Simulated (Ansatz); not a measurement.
Rock-salt NaBr was calculated with PBE0 in Ansatz (PAW).

Numerical settings: plane-wave cutoff 500 eV, 6×6×6 k mesh, gaussian smearing 0.02 eV, scalar-relativistic PAW data made under PBE.

Cell (relaxed with r²SCAN):

```cif
data_BrNa
_chemical_formula_sum 'Na1 Br1'
_space_group_name_H-M_alt 'P 1'
_space_group_IT_number 1
_cell_length_a 4.20556
_cell_length_b 4.20556
_cell_length_c 4.20556
_cell_angle_alpha 60.000
_cell_angle_beta 60.000
_cell_angle_gamma 60.000
loop_
_space_group_symop_operation_xyz
  'x, y, z'
loop_
_atom_site_label
_atom_site_type_symbol
_atom_site_fract_x
_atom_site_fract_y
_atom_site_fract_z
_atom_site_occupancy
Na1 Na 0.00000 0.00000 0.00000 1
Br1 Br 0.50000 0.50000 0.50000 1
```

**Question.** Predict the band gap.

**Answer.** 
- band gap: 6.10 eV (on the SCF k mesh)

Measured, for comparison: band gap 7.1 eV (temperature not stated, no zero-point or thermal correction; as tabulated in Aguado et al. (1998), arXiv:cond-mat/9809176).

Note: cell and atoms aren't relaxed at this level (pressure 0.4 GPa).

Spin–orbit coupling is not included.

The computed numbers hold no vibrational or temperature effects.

Ansatz is a first-principles code.
